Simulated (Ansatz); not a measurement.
# B: the cost of one run

Program: Ansatz 0.2.0. Level of theory: DFT PBE, scalar-relativistic, plane waves, PAW. These are calculated values, not measurements.

**1. The starting structure**

The structure is trigonal, space group R-3m (No. 166). The conventional cell has a = 4.918 Å, b = 4.918 Å, c = 12.581 Å, α = 90.00°, β = 90.00°, γ = 120.00°. Around B (site symmetry m) lie 6 B at 1.67 to 1.81 Å. B (site symmetry m) has 7 B at 1.79 to 2.01 Å as nearest neighbours.

Structure file:

```
B
1.0
     2.45895    1.41968    4.19350
    -2.45895    1.41968    4.19350
     0.00000   -2.83935    4.19350
B
12
Direct
  0.01019 0.65361 0.01019
  0.01019 0.01019 0.65361
  0.65361 0.01019 0.01019
  0.98981 0.34639 0.98981
  0.34639 0.98981 0.98981
  0.98981 0.98981 0.34639
  0.22118 0.63060 0.22118
  0.22118 0.22118 0.63060
  0.63060 0.22118 0.22118
  0.77882 0.36940 0.77882
  0.36940 0.77882 0.77882
  0.77882 0.77882 0.36940
```

This is candidate A: structure reported for this formula (R-3m, No. 166).

(A quick probe on a coarse mesh, which set the mesh and smearing, is not shown.)

**3. Full relaxation (candidate A)**

Contents of input.yaml:

```yaml
crystal:
  lattice:
    - [2.4589507939, 1.4196759028, 4.1935]
    - [-2.4589507939, 1.4196759028, 4.1935]
    - [0.0, -2.8393518055, 4.1935]
  atoms:
    - { symbol: B, position: [0.01019, 0.65361, 0.01019] }
    - { symbol: B, position: [0.01019, 0.01019, 0.65361] }
    - { symbol: B, position: [0.65361, 0.01019, 0.01019] }
    - { symbol: B, position: [0.98981, 0.34639, 0.98981] }
    - { symbol: B, position: [0.34639, 0.98981, 0.98981] }
    - { symbol: B, position: [0.98981, 0.98981, 0.34639] }
    - { symbol: B, position: [0.22118, 0.6306, 0.22118] }
    - { symbol: B, position: [0.22118, 0.22118, 0.6306] }
    - { symbol: B, position: [0.6306, 0.22118, 0.22118] }
    - { symbol: B, position: [0.77882, 0.3694, 0.77882] }
    - { symbol: B, position: [0.3694, 0.77882, 0.77882] }
    - { symbol: B, position: [0.77882, 0.77882, 0.3694] }
basis:
  ecutwfc: 420
kpoints:
  mp_grid: { grid: [9, 9, 9] }
hamiltonian:
  xc: pbe
scf:
  occupations: { method: gaussian, width: 0.02 }
output:
  forces: true
  stress: true
  eigenvalues: true
relax:
  adjacent_minimum: "off"
  f_tol: 0.01
  max_steps: 80
  cell: { stress_tol: 0.05 }
```

**Question.** How long does this run take on 1 thread of an x86-64 CPU, shared host, and how much memory does it need?

About 65 s, with a peak of 0.59 GiB.
